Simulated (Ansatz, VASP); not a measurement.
IrO2: VASP beside Ansatz

```xyz
6
Lattice="4.5029 0.0000 0.0000 0.0000 4.5029 0.0000 0.0000 0.0000 3.1722" Properties=species:S:1:pos:R:3 pbc="T T T"
Ir    2.2515    2.2515    1.5861
Ir    0.0000    0.0000    0.0000
O     3.1136    3.1136    0.0000
O     3.6407    0.8622    1.5861
O     1.3893    1.3893    0.0000
O     0.8622    3.6407    1.5861
```

Alike in both runs: functional PBE; dispersion D3(BJ); k mesh 8 × 8 × 12; occupations gaussian, width 0.1 eV; no spin polarisation.

Ansatz relaxed the structure, and its values are those at the end. VASP's run is a single point on that final structure, the one shown.

|  | VASP | Ansatz |
| --- | --- | --- |
| version | VASP 6.6.1 | Ansatz 0.2.0 |
| potentials or method | VASP PAW PBE potentials, release 64 (Ir, O) | scalar-relativistic, plane waves, PAW |
| plane-wave cutoff (eV) | 520 | 420 |
| valence electrons in the cell | 42 | 58 |

```tsv
	VASP	Ansatz	Ansatz less VASP
gap on the k mesh at the Fermi level (eV)	none	none	-
pressure (GPa)	2.5	0.0	-2.50
```

A gap of «none» marks a metal or a gap that the smearing closes. The two sets of potentials don't hold the same shells in valence.

Caveats: pairwise dispersion overbinds metals, which lowers pressure and volume. Spin-orbit coupling is left out, which matters for the levels of Ir.
